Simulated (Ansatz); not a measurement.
Computed with Ansatz, DFT PBE, scalar-relativistic, plane waves, PAW.

Cutoff 420 eV; k points 10×10×10 on the computed 4-atom cell (Γ-centred); Gaussian smearing, width 0.10 eV; no spin polarisation.

```
Ti Pt
1.0
     3.77537    0.06956    0.19976
     0.06956    4.12610    0.06956
     0.19976    0.06956    3.77537
Ti Pt
1 3
Cartesian
  0.0457 -0.0867 0.0457
  0.1433 2.0969 1.8291
  2.0265 0.1581 2.0265
  1.8291 2.0969 0.1433
```

(1) Is this geometry at equilibrium? Which atom feels the largest force?

(2) Give all forces and the stress.

Spin–orbit coupling is left out, which can shift energies with elements as heavy as these.

Answers

(1) It isn't. Atom 2 (Pt) feels (-2.64, 0.23, 3.08) eV/Å, 4.063 eV/Å in size, and symmetry-related atoms feel the same size.

(2)
```json
{"atom": "Ti1", "Fx": "-0.368", "Fy": "0.390", "Fz": "-0.368"}
{"atom": "Pt2", "Fx": "-2.639", "Fy": "0.232", "Fz": "3.080"}
{"atom": "Pt3", "Fx": "-0.072", "Fy": "-0.854", "Fz": "-0.072"}
{"atom": "Pt4", "Fx": "3.080", "Fy": "0.232", "Fz": "-2.639"}
```
Stress (GPa, compression positive):
```
 31.48  -4.50 -28.61
 -4.50   4.37  -4.50
-28.61  -4.50  31.48
```